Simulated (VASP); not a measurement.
# InSe (P6_3/mmc) in VASP: further runs

One crystal, InSe, is run at these levels: PBE+D3(BJ); tasks: relaxation of cell and atoms.

All numbers are computed with VASP 6.6.1; they aren't measurements. Logs are shortened: lines on timing, memory, paths and dates and some standing lists are left out, and cuts for length are marked.

### Step 1. Starting point

It takes space group P6_3/mmc (No. 194, hexagonal). Conventional cell: a = 4.050 Å, b = 4.050 Å, c = 16.930 Å, α = 90.00°, β = 90.00°, γ = 120.00°. In (site symmetry 3m) has 3 Se at 2.52 Å as nearest neighbours. Around Se (site symmetry 3m) lie 3 In at 2.52 Å.

### Step 2. Relaxation of cell and atoms, PBE+D3(BJ)

INCAR

```
SYSTEM = InSe
PREC = Accurate
ENCUT = 600
EDIFF = 1E-6
ISMEAR = 0
SIGMA = 0.03
LREAL = .False.
LASPH = .True.
NELM = 80
ALGO = Normal
ISIF = 3
LWAVE = .False.
LCHARG = .False.
GGA = PE
IVDW = 12
IBRION = 2
NSW = 90
EDIFFG = -0.01
KPAR = 2
```

KPOINTS

```
Automatic mesh
0
Gamma
  9 9 2
  0 0 0
```

POSCAR

```
InSe
1.0
    4.0500000000      0.0000000000      0.0000000000
   -2.0250000000      3.5074028853      0.0000000000
    0.0000000000      0.0000000000     16.9300000000
In Se
4 4
Direct
    0.3333333333      0.6666666667      0.1570000000
    0.6666666667      0.3333333333      0.6570000000
    0.3333333333      0.6666666667      0.3430000000
    0.6666666667      0.3333333333      0.8430000000
    0.3333333333      0.6666666667      0.6020000000
    0.6666666667      0.3333333333      0.1020000000
    0.3333333333      0.6666666667      0.8980000000
    0.6666666667      0.3333333333      0.3980000000
```

Potentials or basis: VASP PAW PBE potentials, release 64 (In_d, Se).

Run with:

```bash
$ cat potpaw_PBE.64/In_d/POTCAR potpaw_PBE.64/Se/POTCAR > POTCAR
$ mpirun -np 2 vasp_std > vasp.out
```

OUTCAR:

```text
SYSTEM = InSe
   PREC = Accurate
   ENCUT = 600
   EDIFF = 1E-6
   ISMEAR = 0
   LREAL = .False.
   LASPH = .True.
   NELM = 80
   ISIF = 3
   GGA = PE
   IVDW = 12
   IBRION = 2
   NSW = 90
   EDIFFG = -0.01
 IVDW          = 12

 ion  position               nearest neighbor table
   1  0.333  0.667  0.157-   6 2.52   6 2.52   6 2.52   3 3.15
   2  0.667  0.333  0.657-   5 2.52   5 2.52   5 2.52   4 3.15
   3  0.333  0.667  0.343-   8 2.52   8 2.52   8 2.52   1 3.15
   4  0.667  0.333  0.843-   7 2.52   7 2.52   7 2.52   2 3.15
   5  0.333  0.667  0.602-   2 2.52   2 2.52   2 2.52
   6  0.667  0.333  0.102-   1 2.52   1 2.52   1 2.52
   7  0.333  0.667  0.898-   4 2.52   4 2.52   4 2.52
   8  0.667  0.333  0.398-   3 2.52   3 2.52   3 2.52

  LATTYP: Found a hexagonal cell.
 ALAT       =     4.0500000000
 C/A-ratio  =     4.1802469136

  Lattice vectors:

 A1 = (   4.0500000000,   0.0000000000,   0.0000000000)
 A2 = (  -2.0250000000,   3.5074028853,   0.0000000000)
 A3 = (   0.0000000000,   0.0000000000,  16.9300000000)

Analysis of symmetry for initial positions (statically):
=====================================================================
 Subroutine PRICEL returns:
 Original cell was already a primitive cell.

 Routine SETGRP: Setting up the symmetry group for a
 hexagonal supercell.

 Subroutine GETGRP returns: Found 24 space group operations
 (whereof 12 operations were pure point group operations)
 out of a pool of 24 trial point group operations.

The static configuration has the point symmetry D_3d.
 The point group associated with its full space group is D_6h.

Analysis of symmetry for dynamics (positions and initial velocities):
=====================================================================
 Subroutine PRICEL returns:
 Original cell was already a primitive cell.

 Routine SETGRP: Setting up the symmetry group for a
 hexagonal supercell.

 Subroutine GETGRP returns: Found 24 space group operations
 (whereof 12 operations were pure point group operations)
 out of a pool of 24 trial point group operations.

The dynamic configuration has the point symmetry D_3d.
 The point group associated with its full space group is D_6h.

 Subroutine INISYM returns: Found 24 space group operations
 (whereof 12 operations are pure point group operations),
 and found     1 'primitive' translations

----------------------------------------------------------------------------------------
[... 94 lines left out ...]
 SYSTEM =  InSe
   PREC   = accura    normal or accurate (medium, high low for compatibility)
   ISTART =      0    job   : 0-new  1-cont  2-samecut
   ICHARG =      2    charge: 1-file 2-atom 10-const
   ISPIN  =      1    spin polarized calculation?
   LNONCOLLINEAR =      F non collinear calculations
   LSORBIT =      F    spin-orbit coupling
   LASPH  =      T    aspherical Exc in radial PAW
   ENCUT  =  600.0 eV  44.10 Ry    6.64 a.u.   8.09  8.09 33.81*2*pi/ulx,y,z
   NELM   =     80;   NELMIN=  2; NELMDL= -5     # of ELM steps
   EDIFF  = 0.1E-05   stopping-criterion for ELM
   LREAL  =      F    real-space projection
   EDIFFG = -.1E-01   stopping-criterion for IOM
   NSW    =     90    number of steps for IOM
   IBRION =      2    ionic relax: 0-MD 1-quasi-New 2-CG
   NFREE  =      1    steps in history (QN), initial steepest desc. (CG)
   ISIF   =      3    stress and relaxation
   ISYM   =      2    0-nonsym 1-usesym 2-fastsym
   POTIM  = 0.5000    time-step for ionic-motion
   TEBEG  =    0.0;   TEEND  =   0.0 temperature during run
   PSTRESS=    0.0 pullay stress
   NELECT =      76.0000    total number of electrons
   NUPDOWN=      -1.0000    fix difference up-down
   EMIN   =  10.00;   EMAX   =-10.00  energy-range for DOS
   EFERMI =   0.00;   METHOD = LEGACY
   ISMEAR =     0;   SIGMA  =   0.03  broadening in eV -4-tet -1-fermi 0-gaus
   EFERMI_NEDOS =   21; number of points for ismear=-14 and -15
   IALGO  =     38    algorithm
   IMIX   =      4    mixing-type and parameters
     AMIX     =   0.40;   BMIX     =  1.00
     AMIX_MAG =   1.60;   BMIX_MAG =  1.00
  volume/ion in A,a.u.               =      30.06       202.86
  Fermi-wavevector in a.u.,A,eV,Ry     =   1.115099  2.107232 16.918111  1.243446
  Thomas-Fermi vector in A             =   2.251701
   LORBIT       =      0    0 simple, 1 ext, 2 COOP (PROOUT), +10 PAW based schemes
   GGA     = PE    functional components
   LHFCALC =     F    Hartree Fock is set to
   AEXX    =    0.0000 exact exchange contribution
   IVDW    =    12    specifies the selected vdW correction
   LEPSILON=     F    determine dielectric tensor
   LRPA    =     F    only Hartree local field effects (RPA)
 conjugate gradient relaxation of ions
 non-spin polarized calculation
 Gauss-broadening in eV      SIGMA  =   0.03
  energy-cutoff  :      600.00
  volume of cell :      240.49
 maximum number of plane-waves:      8054
   NGX = 17   NGY = 17   NGZ = 67

--------------------------------------- Ionic step        1  -------------------------------------------

 number of electron      75.9999998 magnetization

 Free energy of the ion-electron system (eV)
  ---------------------------------------------------
  ext. energy  EPLUGINS =         0.00000000
  ---------------------------------------------------
  free energy    TOTEN  =       -26.50479895 eV

  energy without entropy =      -26.50440635  energy(sigma->0) =      -26.50460265

------------------------ aborting loop because EDIFF is reached ----------------------------------------

 Edisp (eV)   -2.30603

 E8    (eV) :    -1.0537
[... 123 lines left out ...]
  FREE ENERGIE OF THE ION-ELECTRON SYSTEM (eV)
  ---------------------------------------------------
  free  energy   TOTEN  =       -30.2004106767 eV

  energy  without entropy=      -30.2003012990  energy(sigma->0) =      -30.20035599

[... ionic steps 4 to 18 ...]

--------------------------------------- Ionic step       19  -------------------------------------------

 number of electron      76.0000008 magnetization

------------------------ aborting loop because EDIFF is reached ----------------------------------------
[... 87 lines left out ...]
--------------------------------------- Ionic step       21  -------------------------------------------

 number of electron      76.0000010 magnetization

 Free energy of the ion-electron system (eV)
  ---------------------------------------------------
  ext. energy  EPLUGINS =         0.00000000
  ---------------------------------------------------
  free energy    TOTEN  =       -28.32126528 eV

  energy without entropy =      -28.32126528  energy(sigma->0) =      -28.32126528

 E-fermi :   4.1764     XC(G=0):  -8.8745

 val. band max:        4.0102144200   @ k =   0.0000   0.0000   0.0000
 cond. band min:       4.3631183094   @ k =   0.0000   0.0000   0.0000
 fundamental gap:      0.3529038894
 Fermi energy:         4.1763522860

 k-point     1 :       0.0000    0.0000    0.0000
  band No.  band energies     occupation
      1     -10.7745      2.00000
      2     -10.7737      2.00000
      3     -10.5894      2.00000
      4     -10.5894      2.00000
      5     -10.5890      2.00000
      6     -10.5890      2.00000
[... 1180 lines left out ...]
  FREE ENERGIE OF THE ION-ELECTRON SYSTEM (eV)
  ---------------------------------------------------
  free  energy   TOTEN  =       -30.6951482524 eV

  energy  without entropy=      -30.6951482524  energy(sigma->0) =      -30.69514825

 reached required accuracy - stopping structural energy minimisation
```

CONTCAR:

```text
InSe
   1.00000000000000
     4.0330618642632121    0.0000000000000000    0.0000000000000000
    -2.0165309321316061    3.4927340294599949    0.0000000000000000
     0.0000000000000000    0.0000000000000000   16.7571758662145811
  In              Se
     4     4
Direct
     0.3333333332999970    0.6666666667000030    0.1666362059978710
     0.6666666667000030    0.3333333332999970    0.6666362059978709
     0.3333333332999970    0.6666666667000030    0.3333637940021291
     0.6666666667000030    0.3333333332999970    0.8333637940021290
     0.3333333332999970    0.6666666667000030    0.5897063221648718
     0.6666666667000030    0.3333333332999970    0.0897063221648718
     0.3333333332999970    0.6666666667000030    0.9102936778351282
     0.6666666667000030    0.3333333332999970    0.4102936778351282

  0.00000000E+00  0.00000000E+00  0.00000000E+00
  0.00000000E+00  0.00000000E+00  0.00000000E+00
  0.00000000E+00  0.00000000E+00  0.00000000E+00
  0.00000000E+00  0.00000000E+00  0.00000000E+00
  0.00000000E+00  0.00000000E+00  0.00000000E+00
  0.00000000E+00  0.00000000E+00  0.00000000E+00
  0.00000000E+00  0.00000000E+00  0.00000000E+00
  0.00000000E+00  0.00000000E+00  0.00000000E+00
```

Run time: 32 min. Hardware: 2 MPI ranks of Intel Xeon Platinum 8559C (Emerald Rapids), shared host; peak memory 0.58 GiB.

Results:

```yaml
Free_energy: -30.6951 eV
Relaxed_volume: 29.51 Å³/atom
Relaxed_cell: a = 4.033 Å, b = 4.033 Å, c = 16.757 Å, α = 90.00°, β = 90.00°, γ = 120.00°
Space_group_after_relaxing_to_0.05_Å: P6_3/mmc (No. 194)
Energy_gained_by_relaxing: 235.5 meV/atom
Ionic_steps: 21
Pressure_after_relaxing: 0.0 GPa
Largest_force_after_relaxing: 0.007 eV/Å
Band_gap_on_the_k_mesh: 0.35 eV, direct
Dispersion_energy_per_atom: -0.297 eV
```

Forces on the atoms (eV/Å):
```
In   0.000  0.000 -0.002
In   0.000  0.000 -0.002
In   0.000  0.000  0.002
In   0.000  0.000  0.002
Se   0.000  0.000  0.007
Se   0.000  0.000  0.007
Se   0.000  0.000 -0.007
Se   0.000  0.000 -0.007
```

Step by step:
```tsv
step	energy change (eV)	largest force (eV/Å)	pressure (GPa)	volume (Å³)
1	0.0000	2.9070	5.96	240.49
2	-1.1000	0.2693	-4.41	280.98
3	-1.3896	0.8298	-2.17	266.69
4	-1.6667	0.3208	-1.19	254.23
5	-1.7214	0.2780	-0.30	246.46
6	-1.8289	0.3119	0.48	240.32
7	-1.8499	0.3315	1.09	236.15
8	-1.8674	0.1210	-0.64	241.08
9	-1.8775	0.0468	-0.01	239.23
10	-1.8775	0.0523	0.00	239.17
11	-1.8785	0.0415	-0.02	239.09
12	-1.8787	0.0737	-0.04	239.03
13	-1.8794	0.0641	-0.03	238.81
14	-1.8811	0.0509	0.01	238.16
15	-1.8819	0.0736	0.11	236.84
16	-1.8829	0.0475	0.03	236.93
17	-1.8833	0.0253	-0.11	237.07
18	-1.8834	0.0236	-0.09	237.05
19	-1.8839	0.0262	-0.04	236.61
20	-1.8842	0.0291	0.05	235.94
21	-1.8843	0.0068	-0.01	236.05
```

Final structure:
```cif
data_structure
_symmetry_space_group_name_H-M 'P 1'
_symmetry_Int_Tables_number 1
_cell_length_a 4.0331
_cell_length_b 4.0331
_cell_length_c 16.7572
_cell_angle_alpha 90.000
_cell_angle_beta 90.000
_cell_angle_gamma 120.000
_cell_volume 236.05
loop_
_atom_site_label
_atom_site_type_symbol
_atom_site_fract_x
_atom_site_fract_y
_atom_site_fract_z
_atom_site_occupancy
In1 In 0.33333 0.66667 0.16664 1
In2 In 0.66667 0.33333 0.66664 1
In3 In 0.33333 0.66667 0.33336 1
In4 In 0.66667 0.33333 0.83336 1
Se1 Se 0.33333 0.66667 0.58971 1
Se2 Se 0.66667 0.33333 0.08971 1
Se3 Se 0.33333 0.66667 0.91029 1
Se4 Se 0.66667 0.33333 0.41029 1
```

Caveat: spin-orbit coupling is left out, which moves the levels of the heavy elements.

[end of part 1 of 2]
